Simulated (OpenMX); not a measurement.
The system is Pb.

```xyz
1
Lattice="-1.9797 1.9797 1.9797 1.9797 -1.9797 1.9797 1.9797 1.9797 -1.9797" Properties=species:S:1:pos:R:3 pbc="T T T"
Pb    0.0000    0.0000    0.0000
```

This isn't the form of Pb at room conditions, which is fcc.

- Program: OpenMX 3.8.5
- Task: single point
- Functional: PBE
- Potentials or basis: OpenMX 2013 PBE set, Pb8.0-s3p2d2f1, grid cutoff 260 Ry
- k mesh: 9 × 9 × 9
- Occupations: fermi-dirac, width 0.05 eV
- Spin: no spin polarisation

On this cell: pressure 1.2 GPa; band gap on the k mesh none (metal or under the smearing width).

The same run follows on a disturbed copy (cell strained at random at fixed volume):

```
Pb
1.0
    -2.06690    2.05040    2.08125
     1.99925   -1.93748    1.90067
     1.99103    1.86160   -1.96833
Pb
1
Direct
  0.00466 0.99633 0.00314
```

Task: What changes?

Result: The energy (extrapolated to zero smearing) moves by +8.0 meV/atom; pressure 1.9 GPa; band gap on the k mesh none (metal or under the smearing width).

Caveats: the real-space grid is coarse for these elements, which adds noise of up to some 20 meV/atom to energies and shifts forces, pressures and volumes; the basis of atomic orbitals isn't converged, which shifts pressures, moduli and gaps.
